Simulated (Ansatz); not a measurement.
Ansatz input

```yaml
crystal:
  lattice:
    - [0.0, 1.7892734741, 1.7892734741]
    - [1.7892734741, 0.0, 1.7892734741]
    - [1.7892734741, 1.7892734741, 0.0]
  atoms:
    - { symbol: Cr, position: [0.0, 0.0, 0.0], spin: 1.5 }
hamiltonian:
  xc: pbesol
  pseudopotentials:
    kind: paw
    azcp:
      Cr: "pseudopotentials/Cr.paw.azcp"
basis:
  ecutwfc: 420
  fft_grid_basis: typed
kpoints:
  mp_grid: { grid: [25, 25, 25], shift: [0, 0, 0] }
magnetization:
  spin_polarized: true
scf:
  occupations: { method: fermi_dirac, width: 0.05 }
```

Output

```
Warning: the record states the generating functional pbe (its physics header spells it `PBE`), which answers neither for hamiltonian.xc's functional nor for the pbesol family's — results may be inconsistent (PPs are generated against a specific XC)
Engine: ansatz 0.2.0, aarch64-unknown-linux-gnu
Pseudopotentials: kind: paw
Pseudopotential: Cr, paw, valence charge 14, recommended cutoff 420 eV (normal) 
Functional definition: PBEsol
  exchange = pbesol_x
  correlation = pbesol_c
Crystal: 1 atoms, lattice volume = 11.457 Å³
Basis set: ecut = 420 eV, 229 PW (Γ)
Bands: 12, of which v1, the nominal top of the filled ones, is band 7 counted from 1 (6 counted from 0)
Symmetry: 48 space group operations
Space group: Fm-3m (ITA 225), of the structure as read, at distance tolerance 2.3e-5 Å
Magnetic group: BNS 225.116 (UNI 1618), of the structure as read, at distance tolerance 2.3e-5 Å
k-points: 455 of 15625
Non-local potential: Cr, projectors of the file, l = 0: 3, l = 1: 2, l = 2: 3, l = 3: 1
PAW form: soft (Blöchl's): semilocal exchange-correlation on the pseudo side does not see the compensation charge
PAW frozen core: Cr, regenerated for the run's functional, and the local potential with it (the file was generated under x = pbe(κ = 0.804, μ = 0.2195149727645171), c = pbe(β = 0.06672455060314922))
PAW one-centre angular grid: Cr, 590 points (default); XC on 64 Gauss nodes
Initial density: superposition of atomic densities (chi_scale 0.1, normalization cell)
Starting moments: Σ|m| = 1.5 μB on 1 of 1 site
Initial wavefunctions: pseudopotential atomic-orbital guess
Functional: x = pbesol(κ = 0.804, μ = 0.12345679012345678), c = pbesol(β = 0.046)
SCF iter   1: F=—  HF=-3351.583337 eV  |F-HF|=—  |Δ(HF+E_count)|=         —  Δρ=2.20e-1 (↑2.20e-1 ↓6.82e-2)  dr2=5.89e0  dr2_m=1.13e0  M=0.274 μB ∫|m|=0.274 μB  β_m=0.30  ethr=3.10e-3  ⟨swp⟩=4.0  Hψ=51191  notcnv=0
Mixer restart at iter 1: flushing history
SCF iter   2: F=—  HF=-3348.986961 eV  |F-HF|=—  |Δ(HF+E_count)|=    2.60e0  Δρ=8.27e-2 (↑8.27e-2 ↓5.47e-2)  dr2=2.61e-1  dr2_m=4.37e-1  M=0.345 μB ∫|m|=0.345 μB  β_m=0.36  ethr=3.10e-3  ⟨swp⟩=2.0  Hψ=28814  notcnv=0  defer=326
SCF iter   3: F=—  HF=-3348.809457 eV  |F-HF|=—  |Δ(HF+E_count)|=   1.78e-1  Δρ=4.37e-2 (↑4.10e-2 ↓4.37e-2)  dr2=1.91e-2  dr2_m=1.75e-1  M=0.277 μB ∫|m|=0.277 μB  β_m=0.68  ethr=1.86e-3  ⟨swp⟩=2.0  Hψ=18019  notcnv=0  defer=301
SCF iter   4: F=—  HF=-3348.791374 eV  |F-HF|=—  |Δ(HF+E_count)|=   1.81e-2  Δρ=8.30e-3 (↑8.30e-3 ↓8.18e-3)  dr2=7.00e-4  dr2_m=6.75e-3  M=0.053 μB ∫|m|=0.053 μB  β_m=0.84  ethr=1.36e-4  ⟨swp⟩=2.0  Hψ=20997  notcnv=0  defer=301
SCF iter   5: F=—  HF=-3348.790127 eV  |F-HF|=—  |Δ(HF+E_count)|=   1.25e-3  Δρ=2.61e-3 (↑2.61e-3 ↓2.39e-3)  dr2=1.42e-5  dr2_m=6.45e-4  M=-0.014 μB ∫|m|=0.014 μB  β_m=0.78  ethr=5.00e-6  ⟨swp⟩=2.1  Hψ=18770  notcnv=0  defer=301
SCF iter   6: F=—  HF=-3348.790133 eV  |F-HF|=—  |Δ(HF+E_count)|=   6.13e-6  Δρ=4.84e-4 (↑1.92e-4 ↓4.84e-4)  dr2=2.41e-5  dr2_m=6.65e-6  M=-0.002 μB ∫|m|=0.002 μB  β_m=0.89  ethr=1.01e-7  ⟨swp⟩=2.0  Hψ=17445  notcnv=0  defer=301
SCF iter   7: F=—  HF=-3348.790144 eV  |F-HF|=—  |Δ(HF+E_count)|=   1.09e-5  Δρ=4.17e-5 (↑2.98e-5 ↓4.17e-5)  dr2=3.69e-7  dr2_m=3.01e-8  M=-0.000 μB ∫|m|=0.000 μB  β_m=0.95  ethr=1.01e-7  ⟨swp⟩=2.4  Hψ=15211  notcnv=0  defer=301
SCF iter   8: F=—  HF=-3348.790144 eV  |F-HF|=—  |Δ(HF+E_count)|=   2.04e-7  Δρ=3.85e-6 (↑2.82e-6 ↓3.85e-6)  dr2=8.02e-10  dr2_m=9.60e-10  M=-0.000 μB ∫|m|=0.000 μB  β_m=0.97  ethr=2.63e-9  ⟨swp⟩=2.4  Hψ=14443  notcnv=0  defer=301
SCF iter   9: F=—  HF=-3348.790144 eV  |F-HF|=—  |Δ(HF+E_count)|=   1.51e-9  Δρ=7.77e-7 (↑5.77e-7 ↓7.77e-7)  dr2=6.34e-12  dr2_m=4.73e-11  M=-0.000 μB ∫|m|=0.000 μB  β_m=0.99  ethr=5.73e-12  ⟨swp⟩=2.3  Hψ=16621  notcnv=0  defer=301
SCF iter  10: F=-3348.790144 eV  HF=-3348.790144 eV  |F-HF|=0.00e0  |Δ(HF+E_count)|=  4.55e-13  Δρ=7.78e-8 (↑4.31e-8 ↓7.78e-8)  dr2=1.43e-12  dr2_m=3.55e-14  M=0.000 μB ∫|m|=0.000 μB  ethr=1.00e-12  ⟨swp⟩=1.0  Hψ=25480  notcnv=0
SCF 1 converged in 10 iterations: F = -3348.790144 eV  dr2 = 1.43e-12
WARN: the starting moments were not kept: the SCF closed with an absolute magnetisation of 2.4e-7 μB, where they sum to 1.5 μB in size (1 site). That is at most 0.1 of that sum. Measured as dr2_m measures the in/out step, that magnetisation stands 6.9e-14 eV from none, at or under the dr2_threshold of 1.0e-7 eV: it is no larger than a step whose dr2_m would equal this threshold. The system may hold no moment; this SCF shows only that its start led to no more than that. To try another start: raise the starting moments (crystal.atoms[].spin, magnetization.per_species, magnetization.initial_magnetization, or on a non-collinear deck that types none of these the spinor_matrix: blocks that start its atoms; where the total moment is fixed, keep their sum and leave initial_magnetization as it is; typed ones take the place of any that the run laid by itself, positive ones on a crystal's lanthanoids without a Hubbard term where scf.initial_density.shell_occupations: [] is typed) or, if the notice of its spin-set hold's release reads "site moments contracting" or "site moments show no strong build", lengthen the hold (scf.mixing.spin_hold: { on: { confirm: 4 } }; for m-r²SCAN on two components see the key's manual first). Each may lead to a state that holds a moment. A second SCF, from the converged charge density, with the starting moments and any scf.initial_density.shell_occupations laid on it anew, would have followed, and was not run: the deck does not ask for one (magnetization.retry_lost_moments is false, the default). To let it run, set magnetization.retry_lost_moments: true and run the deck again, where that key's refused combinations let it; where memory then withholds it, that run's warning says so.
SCF converged after 10 iterations
Magnetization: 0.0000 μB (7.0000 up, 7.0000 down)
Absolute magnetization: 0.0000 μB (∫|ρ↑−ρ↓|, with the PAW one-centre terms)
Spin contamination: 0.0000 ħ² per cell (⟨S²⟩ above its minimum at these occupations)
Per-site moments (μB) at R_I (Å): [(2.2507668603549346e-7, 1.0437961107199911)]
Free energy (F): -3348.790144 eV
Harris-Foulkes:  -3348.790144 eV  (|F-HF|=0.00e0)
Internal energy: -3348.775830 eV  (E = F + TS)
E sigma→0 (E₀):  -3348.782987 eV
Entropy (-TS):   -0.014314 eV (-14.314 meV/atom)
Fermi energy:    19.207923 eV
--- Per-component energies (eV) ---
  E_band       = -140.759005
  E_kinetic    = 344.298604
  E_local      = -1170.631573  (includes V_loc(G=0)·N_el)
  E_nonlocal   = 80.728034
  E_hartree    = 511.371569
  E_xc         = -139.287662
  E_vxc        = -178.486249  (∫ρ·V_xc dr)
  E_paw        = -1167.419285  (= ΣΔE_a)
  E_vpaw       = -239.411250  (= ΣTr[D̂ρ^β])
  E_aug_tail   = 0.000343  (compensation charges beyond the density's cutoff)
  E_ewald      = -1807.995860
  E_core_change = 0.160000  (= ΣΔE_core)
  E_smearing   = -0.014314  (= −TS)
  E_closure    = 0.000000  (closes the sum)
  Σ components = -3348.790144   (vs F -3348.790144, Δ=0.00e0)
```

Launched by

```sh
ansatz run input.yaml --threads 2 --pin off --max-ram 5120MiB --backend cpu --events-out ev --progress --plain --runs-dir out
```

On 2 threads of Arm Neoverse V2 (shared host) this took about 4.6 s of wall time and 8.5 s of CPU time.
